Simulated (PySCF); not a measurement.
## Exact simulation of a proton spin system

Molecule: `C1=C[C@H]2C=C[C@@H]1C2`, C7H8.

Molfile (atoms numbered from 1):
```
C7H8
     RDKit          3D

 15 16  0  0  0  0  0  0  0  0999 V2000
    1.3197    0.5338   -0.4644 C   0  0  0  0  0  0  0  0  0  0  0  0
    1.2246   -0.7978   -0.4021 C   0  0  0  0  0  0  0  0  0  0  0  0
   -0.1116   -1.1199    0.2807 C   0  0  2  0  0  0  0  0  0  0  0  0
   -1.2302   -0.6342   -0.6512 C   0  0  0  0  0  0  0  0  0  0  0  0
   -1.1350    0.6974   -0.7136 C   0  0  0  0  0  0  0  0  0  0  0  0
    0.0473    1.1042    0.1764 C   0  0  1  0  0  0  0  0  0  0  0  0
   -0.1368    0.0496    1.2948 C   0  0  0  0  0  0  0  0  0  0  0  0
    2.1052    1.1307   -0.9294 H   0  0  0  0  0  0  0  0  0  0  0  0
    1.9145   -1.5404   -0.8046 H   0  0  0  0  0  0  0  0  0  0  0  0
   -0.2192   -2.1399    0.6715 H   0  0  0  0  0  0  0  0  0  0  0  0
   -1.9176   -1.2852   -1.1927 H   0  0  0  0  0  0  0  0  0  0  0  0
   -1.7267    1.3860   -1.3179 H   0  0  0  0  0  0  0  0  0  0  0  0
    0.0879    2.1611    0.4698 H   0  0  0  0  0  0  0  0  0  0  0  0
   -1.0965    0.1431    1.8253 H   0  0  0  0  0  0  0  0  0  0  0  0
    0.7007    0.0233    2.0084 H   0  0  0  0  0  0  0  0  0  0  0  0
  1  2  2  0
  2  3  1  0
  3  4  1  0
  4  5  2  0
  5  6  1  0
  6  7  1  0
  6  1  1  0
  7  3  1  0
  1  8  1  0
  2  9  1  0
  3 10  1  1
  4 11  1  0
  5 12  1  0
  6 13  1  1
  7 14  1  0
  7 15  1  0
M  END
```

- PBE0-D3(BJ)/def2-SVP structure
- GIAO KT3/pcSseg-2 shieldings
- J couplings at B3LYP/pcJ-1 (without the spin–dipole term)
- run in PySCF 2.14.0 with density-fitted response routines
- relativity neglected, rapidly exchanging positions averaged, no solvent, a single conformation

Scale: TMS for 1H (reference shieldings calculated alike).

The 8-spin Hamiltonian (Zeeman plus full scalar coupling among like nuclei) was diagonalised exactly; lines are Lorentzian, 0.5 Hz wide, and the maxima above 3 % are listed with the tallest set to 100.

Peak list at 600 MHz for the spins H8/H9/H10/H11/H12/H13/H14/H15:
δ in ppm (height): 6.949 (5), 6.943 (100), 6.941 (92), 6.939 (92), 6.937 (100), 6.932 (5), 3.640 (4), 3.637 (13), 3.636 (9), 3.634 (20), 3.633 (24), 3.630 (33), 3.627 (24), 3.626 (20), 3.624 (9), 3.623 (13), 3.620 (4), 2.233 (50), 2.230 (98), 2.227 (50)

Question: Extract the chemical shifts and coupling constants behind this pattern (give the signs of the calculation).

Answer: 
Shifts (ppm): H8/H9/H11/H12 6.94, H10/H13 3.63, H14/H15 2.23.
Couplings (Hz): H8–H9, H11–H12: 6.3; H8–H10, H9–H13, H10–H12, H11–H13: 0.5; H8–H13, H9–H10, H10–H11, H12–H13: 3.5; H8–H14, H9–H14, H11–H15, H12–H15: 0.3; H8–H15, H9–H15, H11–H14, H12–H14: -0.3; H10–H13: 1.7; H10–H14, H10–H15, H13–H14, H13–H15: 1.8; H14–H15: -6.2.
These are the parameters used. A line list fixes at most the relative signs, and those only where coupling is strong; other parameter sets or atom labellings may fit too, and couplings well below the line width leave little trace. Those between chemically equivalent but magnetically inequivalent protons (AA′, BB′) do shape the pattern.

Unscaled 3J(H,H) at this level run about 10 % above measured values.
